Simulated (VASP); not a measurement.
# SnSe (F-43m) in VASP: further runs

One crystal, SnSe, is run at these levels: PBE; tasks: single point, relaxation of cell and atoms.

Everything below comes from runs of VASP 6.6.1. Logs are shortened: lines on timing, memory, paths and dates and some standing lists are left out, and cuts for length are marked.

### Step 1. The crystal as given

It takes space group F-43m (No. 216, cubic). Conventional cell: a = 6.782 Å, b = 6.782 Å, c = 6.782 Å, α = 90.00°, β = 90.00°, γ = 90.00°. Around Sn (site symmetry -43m) lie 4 Se at 2.94 Å. Around Se (site symmetry -43m) lie 4 Sn at 2.94 Å.

The cell was built by a generator and needn't be a form met in nature.

### Step 2. Single point, PBE (ordered vacancies on the anion sites of fluorite (F-43m, No. 216))

Contents of INCAR:

```
SYSTEM = SnSe
PREC     = Accurate       ! precision mode
ENCUT    = 520            ! plane-wave cutoff, eV
EDIFF    = 1E-7           ! SCF threshold, eV
ISMEAR   = 0              ! smearing method
SIGMA    = 0.01           ! smearing width, eV
LREAL    = .FALSE.        ! projectors in reciprocal space
LASPH    = .TRUE.         ! aspherical terms in the spheres
NELM     = 100            ! most SCF steps
ALGO     = Fast           ! electronic algorithm
ISIF     = 2              ! what is computed and relaxed
LWAVE    = .FALSE.        ! write WAVECAR
LCHARG   = .FALSE.        ! write CHGCAR
GGA      = PE             ! functional
NBANDS   = 17             ! bands
```

Contents of KPOINTS:

```
Automatic mesh
0
G
  10 10 10
  0 0 0
```

Contents of POSCAR:

```
SnSe
1.0
    0.0000000000      3.3908386502      3.3908386502
    3.3908386502      0.0000000000      3.3908386502
    3.3908386502      3.3908386502      0.0000000000
Sn Se
1 1
Direct
    0.0000000000      0.0000000000      0.0000000000
    0.2500000000      0.2500000000      0.2500000000
```

Potentials or basis: VASP PAW PBE potentials, release 64 (Sn_d, Se).

On the command line:

```console
$ cat potpaw_PBE.64/Sn_d/POTCAR potpaw_PBE.64/Se/POTCAR > POTCAR
$ mpirun -np 1 vasp_std > vasp.out
```

OUTCAR:

```text
SYSTEM = SnSe
   PREC = Accurate
   ENCUT = 520
   EDIFF = 1E-7
   ISMEAR = 0
   LREAL = .FALSE.
   LASPH = .TRUE.
   NELM = 100
   ISIF = 2
   GGA = PE

 ion  position               nearest neighbor table
   1  0.000  0.000  0.000-   2 2.94   2 2.94   2 2.94   2 2.94
   2  0.250  0.250  0.250-   1 2.94   1 2.94   1 2.94   1 2.94

  LATTYP: Found a face centered cubic cell.
 ALAT       =     6.7816773004

  Lattice vectors:

 A1 = (   0.0000000000,   3.3908386502,   3.3908386502)
 A2 = (   3.3908386502,   0.0000000000,   3.3908386502)
 A3 = (   3.3908386502,   3.3908386502,   0.0000000000)

Analysis of symmetry for initial positions (statically):
=====================================================================
 Subroutine PRICEL returns:
 Original cell was already a primitive cell.

 Routine SETGRP: Setting up the symmetry group for a
 face centered cubic supercell.

 Subroutine GETGRP returns: Found 24 space group operations
 (whereof 24 operations were pure point group operations)
 out of a pool of 48 trial point group operations.

The static configuration has the point symmetry T_d .

Analysis of symmetry for dynamics (positions and initial velocities):
=====================================================================
 Subroutine PRICEL returns:
 Original cell was already a primitive cell.

 Routine SETGRP: Setting up the symmetry group for a
 face centered cubic supercell.

 Subroutine GETGRP returns: Found 24 space group operations
 (whereof 24 operations were pure point group operations)
 out of a pool of 48 trial point group operations.

The dynamic configuration has the point symmetry T_d .

 Subroutine INISYM returns: Found 24 space group operations
 (whereof 24 operations are pure point group operations),
 and found     1 'primitive' translations

----------------------------------------------------------------------------------------

                                     Primitive cell

  volume of cell :      77.9743

  direct lattice vectors                    reciprocal lattice vectors
     0.000000000  3.390838650  3.390838650    -0.147456146  0.147456146  0.147456146
     3.390838650  0.000000000  3.390838650     0.147456146 -0.147456146  0.147456146
     3.390838650  3.390838650  0.000000000     0.147456146  0.147456146 -0.147456146

  length of vectors
     4.795370007  4.795370007  4.795370007     0.255401537  0.255401537  0.255401537

  position of ions in fractional coordinates (direct lattice)
     0.000000000  0.000000000  0.000000000
     0.250000000  0.250000000  0.250000000

  ion indices of the primitive-cell ions
   primitive index   ion index
                 1           1
                 2           2

----------------------------------------------------------------------------------------

 KPOINTS: Automatic mesh

Automatic generation of k-mesh.
 Grid dimensions read from file:
 generate k-points for:   10   10   10

 Generating k-lattice:

  Cartesian coordinates                     Fractional coordinates (reciprocal lattice)
    -0.014745615  0.014745615  0.014745615     0.100000000  0.000000000  0.000000000
     0.014745615 -0.014745615  0.014745615     0.000000000  0.100000000  0.000000000
     0.014745615  0.014745615 -0.014745615     0.000000000  0.000000000  0.100000000

  Length of vectors
     0.025540154  0.025540154  0.025540154

  Shift w.r.t. Gamma in fractional coordinates (k-lattice)
     0.000000000  0.000000000  0.000000000

 Subroutine IBZKPT returns following result:
 ===========================================

 Found     47 irreducible k-points:

 Following reciprocal coordinates:
            Coordinates               Weight
  0.000000  0.000000  0.000000      1.000000
  0.100000  0.000000  0.000000      8.000000
  0.200000  0.000000  0.000000      8.000000
  0.300000  0.000000  0.000000      8.000000
  0.400000  0.000000  0.000000      8.000000
  0.500000  0.000000  0.000000      4.000000
[... 16 lines left out ...]
  0.300000  0.300000  0.000000      6.000000
  0.400000  0.300000  0.000000     24.000000
 [... further k-points ...]
   k-points           NKPTS =     47   k-points in BZ     NKDIM =     47   number of bands    NBANDS=     17
   number of dos      NEDOS =    301   number of ions     NIONS =      2
   total plane-waves  NPLWV =  46656
   dimension x,y,z NGX =    36 NGY =   36 NGZ =   36
   dimension x,y,z NGXF=    72 NGYF=   72 NGZF=   72
   ions per type =               1   1
   NGX,Y,Z   is equivalent  to a cutoff of  12.48, 12.48, 12.48 a.u.
   NGXF,Y,Z  is equivalent  to a cutoff of  24.96, 24.96, 24.96 a.u.
 SYSTEM =  SnSe
   PREC   = accura    normal or accurate (medium, high low for compatibility)
   ISTART =      0    job   : 0-new  1-cont  2-samecut
   ICHARG =      2    charge: 1-file 2-atom 10-const
   ISPIN  =      1    spin polarized calculation?
   LNONCOLLINEAR =      F non collinear calculations
   LSORBIT =      F    spin-orbit coupling
   LASPH  =      T    aspherical Exc in radial PAW
   ENCUT  =  520.0 eV  38.22 Ry    6.18 a.u.   8.92  8.92  8.92*2*pi/ulx,y,z
   NELM   =    100;   NELMIN=  2; NELMDL= -5     # of ELM steps
   EDIFF  = 0.1E-06   stopping-criterion for ELM
   LREAL  =      F    real-space projection
   EDIFFG = 0.1E-05   stopping-criterion for IOM
   NSW    =      0    number of steps for IOM
   IBRION =     -1    ionic relax: 0-MD 1-quasi-New 2-CG
   NFREE  =      0    steps in history (QN), initial steepest desc. (CG)
   ISIF   =      2    stress and relaxation
   ISYM   =      2    0-nonsym 1-usesym 2-fastsym
   POTIM  = 0.5000    time-step for ionic-motion
   TEBEG  =    0.0;   TEEND  =   0.0 temperature during run
   PSTRESS=    0.0 pullay stress
   NELECT =      20.0000    total number of electrons
   NUPDOWN=      -1.0000    fix difference up-down
   EMIN   =  10.00;   EMAX   =-10.00  energy-range for DOS
   EFERMI =   0.00;   METHOD = LEGACY
   ISMEAR =     0;   SIGMA  =   0.01  broadening in eV -4-tet -1-fermi 0-gaus
   EFERMI_NEDOS =   21; number of points for ismear=-14 and -15
   IALGO  =     68    algorithm
   IMIX   =      4    mixing-type and parameters
     AMIX     =   0.40;   BMIX     =  1.00
     AMIX_MAG =   1.60;   BMIX_MAG =  1.00
  volume/ion in A,a.u.               =      38.99       263.10
  Fermi-wavevector in a.u.,A,eV,Ry     =   1.040162  1.965621 14.720650  1.081937
  Thomas-Fermi vector in A             =   2.174725
   LORBIT       =      0    0 simple, 1 ext, 2 COOP (PROOUT), +10 PAW based schemes
   GGA     = PE    functional components
   LHFCALC =     F    Hartree Fock is set to
   AEXX    =    0.0000 exact exchange contribution
   IVDW    =     0    specifies the selected vdW correction
   LEPSILON=     F    determine dielectric tensor
   LRPA    =     F    only Hartree local field effects (RPA)
 non-spin polarized calculation
 RMM-DIIS sequential band-by-band and
 Gauss-broadening in eV      SIGMA  =   0.01
  energy-cutoff  :      520.00
  volume of cell :       77.97
 maximum number of plane-waves:      2134
   NGX = 17   NGY = 17   NGZ = 17

 number of electron      20.0000005 magnetization

 Free energy of the ion-electron system (eV)
  ---------------------------------------------------
  ext. energy  EPLUGINS =         0.00000000
  ---------------------------------------------------
  free energy    TOTEN  =        -7.75504874 eV

  energy without entropy =       -7.75504874  energy(sigma->0) =       -7.75504874

 E-fermi :   2.8211     XC(G=0):  -7.7339

 val. band max:        2.7464015144   @ k =  -0.3000   0.5000   0.2000
 cond. band min:       2.8639807664   @ k =   0.5000   0.5000   0.0000
 fundamental gap:      0.1175792520
 Fermi energy:         2.8210508302

 k-point     1 :       0.0000    0.0000    0.0000
  band No.  band energies     occupation
      1     -18.9751      2.00000
      2     -18.9751      2.00000
      3     -18.9751      2.00000
      4     -18.9643      2.00000
      5     -18.9643      2.00000
      6     -10.3399      2.00000
[... 9 lines left out ...]
     16      10.2341      0.00000
     17      11.3938      0.00000

 k-point     2 :       0.1000    0.0000    0.0000
  band No.  band energies     occupation
      1     -18.9753      2.00000
      2     -18.9748      2.00000
      3     -18.9748      2.00000
      4     -18.9642      2.00000
      5     -18.9642      2.00000
      6     -10.3033      2.00000
[... 9 lines left out ...]
     16       9.8716      0.00000
     17      11.0785      0.00000

 k-point     3 :       0.2000    0.0000    0.0000
  band No.  band energies     occupation
      1     -18.9761      2.00000
      2     -18.9741      2.00000
      3     -18.9741      2.00000
      4     -18.9642      2.00000
      5     -18.9642      2.00000
      6     -10.2034      2.00000
[... 9 lines left out ...]
     16       9.5453      0.00000
     17      10.7983      0.00000

 k-point     4 :       0.3000    0.0000    0.0000
  band No.  band energies     occupation
      1     -18.9770      2.00000
      2     -18.9734      2.00000
      3     -18.9734      2.00000
      4     -18.9639      2.00000
      5     -18.9639      2.00000
      6     -10.0701      2.00000
[... 9 lines left out ...]
     16       9.6243      0.00000
     17      11.1327      0.00000
[... 343 lines left out ...]
      1     -18.9775      2.00000
      2     -18.9730      2.00000
      3     -18.9728      2.00000
      4     -18.9643      2.00000
      5     -18.9637      2.00000
      6     -10.0234      2.00000
[... 9 lines left out ...]
     16       9.9939      0.00000
     17      12.2929      0.00000

 k-point    23 :       0.3000    0.3000    0.0000
  band No.  band energies     occupation
      1     -18.9799      2.00000
      2     -18.9713      2.00000
      3     -18.9713      2.00000
      4     -18.9653      2.00000
      5     -18.9630      2.00000
      6      -9.9763      2.00000
[... 9 lines left out ...]
     16      11.2025      0.00000
     17      13.4693      0.00000

 k-point    24 :       0.4000    0.3000    0.0000
  band No.  band energies     occupation
      1     -18.9806      2.00000
      2     -18.9708      2.00000
      3     -18.9706      2.00000
      4     -18.9654      2.00000
      5     -18.9628      2.00000
      6      -9.8814      2.00000
[... 9 lines left out ...]
     16      11.4776      0.00000
     17      12.9265      0.00000

 [... further k-points ...]
[... 5 lines left out ...]
  --------------------------------------------------------------------------------------
  -------------------------------------------------------------------------------------
  Total       -0.0074985     -0.0074985     -0.0074985      0.0000000     -0.0000000      0.0000000
  in kB       -0.1540745     -0.1540745     -0.1540745      0.0000000     -0.0000000      0.0000000
  external PRESSURE =      -0.1540745 kB  Pullay stress =       0.0000000 kB

 VOLUME and BASIS-vectors are now :
 -----------------------------------------------------------------------------
  energy-cutoff  :      520.00
  volume of cell :       77.97
      direct lattice vectors                 reciprocal lattice vectors
     0.000000000  3.390838650  3.390838650    -0.147456146  0.147456146  0.147456146
     3.390838650  0.000000000  3.390838650     0.147456146 -0.147456146  0.147456146
     3.390838650  3.390838650  0.000000000     0.147456146  0.147456146 -0.147456146

 POSITION                                       TOTAL-FORCE (eV/Angst)
 -----------------------------------------------------------------------------------
      0.00000      0.00000      0.00000        -0.000000     -0.000000     -0.000000
      1.69542      1.69542      1.69542         0.000000      0.000000      0.000000
 -----------------------------------------------------------------------------------
    total drift:                               -0.000000     -0.000000     -0.000000

  FREE ENERGIE OF THE ION-ELECTRON SYSTEM (eV)
  ---------------------------------------------------
  free  energy   TOTEN  =        -7.7550487355 eV

  energy  without entropy=       -7.7550487355  energy(sigma->0) =       -7.75504874
```

It took 67 s on 1 thread of AMD EPYC 7R43 (Zen 3), shared host; peak memory 0.2 GiB.

What came out:

| Property | Result |
| --- | --- |
| Free energy | -7.7550 eV |
| Pressure | 0.0 GPa |
| Band gap on the k mesh | 0.12 eV, indirect (least direct gap 0.68 eV) |

Caveat: spin-orbit coupling is left out, which moves the levels of the heavy elements. A k mesh can miss the band edges.

[end of part 1 of 2]
